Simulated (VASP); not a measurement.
Crystal: MgS.

```
S Mg
1.0
     4.03462    0.00000    0.00000
    -2.01731    3.49409    0.00000
     0.00000    0.00000    6.43229
S Mg
2 2
Direct
  0.66667 0.33333 0.87924
  0.33333 0.66667 0.37924
  0.33333 0.66667 0.99575
  0.66667 0.33333 0.49575
```

The cell comes from a database or a generator and needn't be the stable form of this composition.

```yaml
Program: VASP 6.6.1
Task: single point
Functional: PBE
Potentials_or_basis: VASP PAW PBE potentials, release 64 (S, Mg)
Cutoff: 520 eV
k_mesh: 8 × 8 × 4
Occupations: fermi-dirac, width 0.05 eV
Spin: no spin polarisation
```

On this cell: pressure 0.9 GPa; largest force 0.048 eV/Å; band gap on the k mesh 3.43 eV, direct.

The same run follows on a disturbed copy (atoms moved at random, drawn with an rms of 0.05 Å):

```xyz
4
Lattice="4.0346 0.0000 0.0000 -2.0173 3.4941 0.0000 0.0000 0.0000 6.4323" Properties=species:S:1:pos:R:3 pbc="T T T"
S     1.9890    1.1791    5.6112
S     0.0159    2.3234    2.3896
Mg   -0.0010    2.3363    6.4163
Mg    2.0245    1.1368    3.2216
```

**Question.** What changes?

**Answer.** The energy moves by +6.1 meV/atom; pressure 1.1 GPa; largest force 0.459 eV/Å; band gap on the k mesh 3.52 eV, direct.

Forces on the atoms (eV/Å):
```
S    0.160 -0.056  0.340
S   -0.055 -0.100  0.343
Mg  -0.139  0.042 -0.240
Mg   0.034  0.115 -0.443
```

Stress tensor (GPa, compression positive):
```
 0.12 -0.37 -0.13
-0.37  0.25  0.20
-0.13  0.20  2.86
```

